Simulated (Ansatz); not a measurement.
**Indium, hcp under BLYP: from relaxation to bulk modulus, part 1 of 2**

The plan for indium in the hcp structure: relax it, solve it on a dense k-mesh, then scale the cell to 7 volumes from 88 to 112 % of the relaxed one and try a fit of the equation of state. Spin polarisation is left out. The k-meshes are 11×11×6 for the relaxation; 17×17×9 for the dense run; 12×12×6 for the volumes.

This is In in the hcp structure; at room conditions it is tetragonal.

Computed with Ansatz 0.2.0 (DFT BLYP, plane waves (420 eV) with PAW, scalar-relativistic; the PAW data stem from PBE, with regenerated cores, unless a step says otherwise).

### 1 The structure to begin with

The structure is hexagonal, space group P6_3/mmc (No. 194). Conventional cell: a = 3.331 Å, b = 3.331 Å, c = 5.440 Å, α = 90.00°, β = 90.00°, γ = 120.00°. Around In (site symmetry -6m2) lie 12 In at 3.33 Å.

Coordinates:

```cif
data_structure
_symmetry_space_group_name_H-M 'P 1'
_symmetry_Int_Tables_number 1
_cell_length_a 3.3314
_cell_length_b 3.3314
_cell_length_c 5.4402
_cell_angle_alpha 90.000
_cell_angle_beta 90.000
_cell_angle_gamma 120.000
_cell_volume 52.29
loop_
_atom_site_label
_atom_site_type_symbol
_atom_site_fract_x
_atom_site_fract_y
_atom_site_fract_z
_atom_site_occupancy
In1 In 0.33333 0.66667 0.25000 1
In2 In 0.66667 0.33333 0.75000 1
```

### 2 Relaxation of the cell

input.yaml

```yaml
crystal:
  lattice:
    - [3.3313943041, 0.0, 0.0]
    - [-1.665697152, 2.8850720974, 0.0]
    - [0.0, 0.0, 5.4401668986]
  atoms:
    - { symbol: In, position: [0.3333333333, 0.6666666667, 0.25] }
    - { symbol: In, position: [0.6666666667, 0.3333333333, 0.75] }
hamiltonian:
  xc: blyp
  pseudopotentials:
    kind: paw
    azcp:
      In: "pseudopotentials/In.paw.azcp"
basis:
  ecutwfc: 420
  fft_grid_basis: typed
kpoints:
  mp_grid: { grid: [11, 11, 6], shift: [0, 0, 0] }
magnetization:
  spin_polarized: false
scf:
  occupations: { method: fermi_dirac, width: 0.1 }
relax:
  max_steps: 60
  f_tol: 0.01
  cell: {}
```

Standard output, cut to the lines that bear on the results:

```text
Warning: RAYON_NUM_THREADS=2 ignored (pool sized by the plan → 2); use --threads N
[...]
Pseudopotentials: kind: paw
Pseudopotential: In, paw, valence charge 13, recommended cutoff 420 eV (normal), <dir>
Functional definition: BLYP
[...]
Crystal: 2 atoms, lattice volume = 52.287 Å³
Basis set: ecut = 420 eV, 1039 PW (Γ), exchange–correlation on 48×48×80 points (8 copies of the dense FFT grid, shifted against one another)
Bands: 17, of which v1, the nominal top of the filled ones, is band 13 counted from 1 (12 counted from 0)
Symmetry: 24 space group operations
Space group: P63/mmc (ITA 194), of the structure as read, at distance tolerance 3.7e-5 Å
k-points: 64 of 726
[...]
SCF iter   1: F=—  HF=-11227.471543 eV  |F-HF|=—  |Δ(HF+E_count)|=         —  Δρ=6.05e-3  dr2=1.15e-2  ethr=1.77e-3  ⟨swp⟩=5.6  Hψ=5400  notcnv=0
[...]
relax step   1: F+E_penalty+E_count = -11227.47101116 eV  Δ(F+E_penalty+E_count) = +0.000e0 eV  max|allowed force component| = 6.476e-17 eV/Å  Δτ_max = 0.0000 Å  P = +6.396 GPa  Ω = 52.287 Å³  (7 SCF iters, dr2 threshold 1.00e-7 eV, accepted)
[...]
relax step   6: F+E_penalty+E_count = -11227.64435538 eV  Δ(F+E_penalty+E_count) = -3.866e-5 eV  max|allowed force component| = 4.626e-17 eV/Å  Δτ_max = 0.0000 Å  P = +0.008 GPa  Ω = 62.796 Å³  energy of the carried Pulay correction = -1.672e-3 eV  (4 SCF iters, dr2 threshold 1.12e-8 eV, accepted)
[...]
relax step   7: F+E_penalty+E_count = -11227.64532472 eV  Δ(F+E_penalty+E_count) = -9.693e-4 eV  max|allowed force component| = 3.701e-17 eV/Å  Δτ_max = 0.0000 Å  P = +0.002 GPa  Ω = 62.796 Å³  stress off target by 4.18e-3 GPa  SCF on the basis re-selected at this cell (its energy is not [...]
SCF converged after 6 iterations
Free energy (F): -11227.645325 eV
[...]
E sigma→0 (E₀):  -11227.628790 eV
Entropy (-TS):   -0.033069 eV (-16.535 meV/atom)
Fermi energy:    8.341268 eV
[...]
--- Forces (eV/Å), atoms counted from 1 ---
  atom   1  In    -0.00000000     0.00000000     0.00000000
  atom   2  In     0.00000000    -0.00000000     0.00000000
[...]
--- Stress (GPa, compression-positive) ---
        0.004176      -0.000000       0.000000
        0.000000       0.004176       0.000000
        0.000000       0.000000      -0.003015
  P = ⅓ Tr σ = 0.0018 GPa (0.018 kbar)
--- Relaxed structure (6 steps of the walk, 6 accepted, 1 SCFs on fresh bases) ---
  F+E_penalty+E_count = -11227.64532472 eV   max|allowed force component| = 3.701e-17 eV/Å   (the final SCF, on the basis selected at the relaxed cell)
  cell:  # Å, volume = 62.7965 Å³
    - [3.560040740408041, -3.0848834885864096e-11, 0.0]
    - [-1.7800203701773047, 3.0830857197163497, 0.0]
    - [0.0, 0.0, 5.721299437624345]
  atoms:
    - { symbol: In, position: [0.3333333333333333, 0.6666666666666666, 0.25] }
    - { symbol: In, position: [0.6666666666666666, 0.3333333333333333, 0.7499999999999999] }
```

It took 15 s on 2 threads of Intel Xeon Platinum 8259CL at 2.50GHz (Skylake/Cascade Lake), shared host; peak memory 0.43 GiB.

Relaxation path:

```
step  energy change (meV/atom)  largest force (eV/Å)  pressure (GPa)  volume (Å³/atom)
   1                      0.00                0.0000            6.40            26.144
   2                    -82.53                0.0000            1.04            30.086
   3                    -86.24                0.0000            0.29            30.997
   4                    -86.63                0.0000            0.01            31.374
   5                    -86.65                0.0000           -0.02            31.423
   6                    -86.67                0.0000            0.01            31.398
   7                    -87.16                0.0000            0.00            31.398
```

Steps that repeat a cell are solved on a basis chosen anew, so their changes of energy are no gain of the relaxation.

Changes in the cell that was computed:

|  | before | after | change |
| --- | --- | --- | --- |
| a (Å) | 3.331 | 3.560 | +6.9 % |
| b (Å) | 3.331 | 3.560 | +6.9 % |
| c (Å) | 5.440 | 5.721 | +5.2 % |
| volume (Å³/atom) | 26.144 | 31.398 | +20.1 % |
| shortest distance (Å) | 3.331 | 3.522 | +5.7 % |
| space group (spins left aside) | P6_3/mmc | P6_3/mmc | same |

### 3 Dense single point

input.yaml

```yaml
crystal:
  lattice:
    - [3.5600407404, 0.0, 0.0]
    - [-1.7800203702, 3.0830857197, 0.0]
    - [0.0, 0.0, 5.7212994376]
  atoms:
    - { symbol: In, position: [0.3333333333, 0.6666666667, 0.25] }
    - { symbol: In, position: [0.6666666667, 0.3333333333, 0.75] }
hamiltonian:
  xc: blyp
  pseudopotentials:
    kind: paw
    azcp:
      In: "pseudopotentials/In.paw.azcp"
basis:
  ecutwfc: 420
  fft_grid_basis: typed
kpoints:
  mp_grid: { grid: [17, 17, 9], shift: [0, 0, 0] }
magnetization:
  spin_polarized: false
scf:
  occupations: { method: fermi_dirac, width: 0.1 }
```

Standard output, cut to the lines that bear on the results:

```text
Warning: RAYON_NUM_THREADS=2 ignored (pool sized by the plan → 2); use --threads N
[...]
[... 3 set-up lines as earlier in the session ...]
[...]
Crystal: 2 atoms, lattice volume = 62.796 Å³
Basis set: ecut = 420 eV, 1237 PW (Γ), exchange–correlation on 48×48×80 points (8 copies of the dense FFT grid, shifted against one another)
Bands: 17, of which v1, the nominal top of the filled ones, is band 13 counted from 1 (12 counted from 0)
[... 1 set-up line as earlier in the session ...]
Space group: P63/mmc (ITA 194), of the structure as read, at distance tolerance 4.0e-5 Å
k-points: 165 of 2601
[...]
SCF iter   1: F=—  HF=-11227.638268 eV  |F-HF|=—  |Δ(HF+E_count)|=         —  Δρ=5.73e-3  dr2=1.45e-2  ethr=1.77e-3  ⟨swp⟩=5.6  Hψ=13846  notcnv=0
[...]
SCF iter   7: F=-11227.638216 eV  HF=-11227.638216 eV  |F-HF|=8.45e-9  |Δ(HF+E_count)|=   1.19e-6  Δρ=5.84e-6  dr2=3.58e-8  ethr=3.85e-10  ⟨swp⟩=1.2  Hψ=8458  notcnv=0
[...]
SCF converged after 7 iterations
Free energy (F): -11227.638216 eV
[...]
E sigma→0 (E₀):  -11227.620964 eV
Entropy (-TS):   -0.034504 eV (-17.252 meV/atom)
Fermi energy:    8.368985 eV
[...]
```

Wall time 6.1 s (2 threads of Intel Xeon Platinum 8259CL at 2.50GHz (Skylake/Cascade Lake), shared host); peak memory 0.46 GiB.

### 4 Volume × 0.88

input.yaml

```yaml
crystal:
  lattice:
    - [3.4115299791, 0.0, 0.0]
    - [-1.7057649895, 2.9544716277, 0.0]
    - [0.0, 0.0, 5.4826295467]
  atoms:
    - { symbol: In, position: [0.3333333333, 0.6666666667, 0.25] }
    - { symbol: In, position: [0.6666666667, 0.3333333333, 0.75] }
hamiltonian:
  xc: blyp
  pseudopotentials:
    kind: paw
    azcp:
      In: "pseudopotentials/In.paw.azcp"
basis:
  ecutwfc: 420
  fft_grid_basis: typed
kpoints:
  mp_grid: { grid: [12, 12, 6], shift: [0, 0, 0] }
magnetization:
  spin_polarized: false
scf:
  occupations: { method: fermi_dirac, width: 0.1 }
  lower_state_search: "off"
output:
  stress: true
```

Standard output, cut to the lines that bear on the results:

```text
Warning: RAYON_NUM_THREADS=2 ignored (pool sized by the plan → 2); use --threads N
[...]
[... 3 set-up lines as earlier in the session ...]
[...]
Crystal: 2 atoms, lattice volume = 55.261 Å³
Basis set: ecut = 420 eV, 1087 PW (Γ), exchange–correlation on 48×48×80 points (8 copies of the dense FFT grid, shifted against one another)
Bands: 17, of which v1, the nominal top of the filled ones, is band 13 counted from 1 (12 counted from 0)
[... 1 set-up line as earlier in the session ...]
Space group: P63/mmc (ITA 194), of the structure as read, at distance tolerance 3.8e-5 Å
k-points: 76 of 864
[...]
SCF iter   1: F=—  HF=-11227.555633 eV  |F-HF|=—  |Δ(HF+E_count)|=         —  Δρ=5.90e-3  dr2=1.23e-2  ethr=1.77e-3  ⟨swp⟩=5.6  Hψ=6423  notcnv=0
[...]
SCF iter   7: F=-11227.555190 eV  HF=-11227.555190 eV  |F-HF|=3.02e-8  |Δ(HF+E_count)|=   1.63e-6  Δρ=1.14e-5  dr2=5.77e-8  ethr=3.85e-10  ⟨swp⟩=3.6  Hψ=5816  notcnv=0
[...]
SCF converged after 7 iterations
Free energy (F): -11227.555190 eV
[...]
E sigma→0 (E₀):  -11227.536547 eV
Entropy (-TS):   -0.037285 eV (-18.643 meV/atom)
Fermi energy:    9.918535 eV
[...]
--- Stress (GPa, compression-positive) ---
        3.795469       0.000000       0.000000
        0.000000       3.795469       0.000000
        0.000000       0.000000       4.232022
  P = ⅓ Tr σ = 3.9410 GPa (39.410 kbar)
```

Wall time 2.9 s (2 threads of Intel Xeon Platinum 8259CL at 2.50GHz (Skylake/Cascade Lake), shared host); peak memory 0.39 GiB.

### 5 Volume × 0.92

input.yaml: that of step 4 with these lines changed.

```diff
@@ -2,5 +2,5 @@
   lattice:
-    - [3.4115299791, 0.0, 0.0]
-    - [-1.7057649895, 2.9544716277, 0.0]
-    - [0.0, 0.0, 5.4826295467]
+    - [3.462455845, 0.0, 0.0]
+    - [-1.7312279225, 2.9985747213, 0.0]
+    - [0.0, 0.0, 5.5644719045]
   atoms:
@@ -26 +26,5 @@
   stress: true
+  write_density: true
+  write_potential: true
+  elf: true
+  volumetric_format: npy
```

Standard output, cut to the lines that bear on the results:

```text
Warning: RAYON_NUM_THREADS=2 ignored (pool sized by the plan → 2); use --threads N
[...]
[... 3 set-up lines as earlier in the session ...]
[...]
Crystal: 2 atoms, lattice volume = 57.773 Å³
Basis set: ecut = 420 eV, 1105 PW (Γ), exchange–correlation on 48×48×80 points (8 copies of the dense FFT grid, shifted against one another)
Bands: 17, of which v1, the nominal top of the filled ones, is band 13 counted from 1 (12 counted from 0)
[... 1 set-up line as earlier in the session ...]
Space group: P63/mmc (ITA 194), of the structure as read, at distance tolerance 3.9e-5 Å
k-points: 76 of 864
[...]
SCF iter   1: F=—  HF=-11227.604110 eV  |F-HF|=—  |Δ(HF+E_count)|=         —  Δρ=5.83e-3  dr2=1.29e-2  ethr=1.77e-3  ⟨swp⟩=5.6  Hψ=6398  notcnv=0
[...]
SCF iter   7: F=-11227.603886 eV  HF=-11227.603886 eV  |F-HF|=4.48e-9  |Δ(HF+E_count)|=   3.48e-7  Δρ=3.83e-6  dr2=1.43e-8  ethr=3.85e-10  ⟨swp⟩=7.4  Hψ=8910  notcnv=0
[...]
SCF converged after 7 iterations
Free energy (F): -11227.603886 eV
[...]
E sigma→0 (E₀):  -11227.584758 eV
Entropy (-TS):   -0.038255 eV (-19.127 meV/atom)
Fermi energy:    9.337676 eV
[...]
--- Stress (GPa, compression-positive) ---
        2.244919       0.000000       0.000000
        0.000000       2.244919       0.000000
        0.000000       0.000000       2.516822
  P = ⅓ Tr σ = 2.3356 GPa (23.356 kbar)
--- Band table (eV; the first three rows and the last of 76) ---
  k-point 0: bands = ["-5.2596", "-5.2157", "-5.2047", "-5.2047", "-5.1827", "-5.1827", "-5.1472", "-5.1472", "-4.9858", "-4.9858", "0.4721", "5.1240", "6.5834", "16.6575", "16.6575", "18.4492", "18.4492"]
[...]
```

Wall time 4.5 s (2 threads of Intel Xeon Platinum 8259CL at 2.50GHz (Skylake/Cascade Lake), shared host); peak memory 0.42 GiB.

Density in a lattice plane of the grid's cell (edges 3.46 and 5.56 Å, at 0.333 of the third edge), which holds In.

Ten even steps from '0' (0.07 e/Å³) to '9' (12.11 e/Å³):
```
00000000000000
00000000000000
00000001232100
00000002576410
00000002699520
00000002576410
00000001232100
00000000000000
00000000000000
00000000000000
00000000000000
00000000000000
00000000000000
00000000000000
00000000000000
00000000000000
00000000000000
00000000000000
00000000000000
00000000000000
```
Columns run along the first of these edges and rows up along the second, over one cell in 14 and 20 even steps from the bottom left corner. Atoms in the plane (fractional): In at (0.67, 0.75).

ELF in the same plane.

Ten even steps from '0' (0.00) to '9' (0.30):
```
86567899999999
97668989999999
98779999644799
89789996100279
89789994000169
89789996100279
98779999644799
97668989999999
86567899999999
76666789999987
88998777777777
99999987666678
98888998656789
89998898766789
89999898766799
89998898766789
98888998656789
99999987666678
88998777777777
76666789999987
```
Columns run along the first of these edges and rows up along the second, over one cell in 14 and 20 even steps from the bottom left corner. Atoms in the plane (fractional): In at (0.67, 0.75).

Both are smooth fields of the valence electrons: close to the nuclei they are not physical.

(Continued in part 2 of 2.)
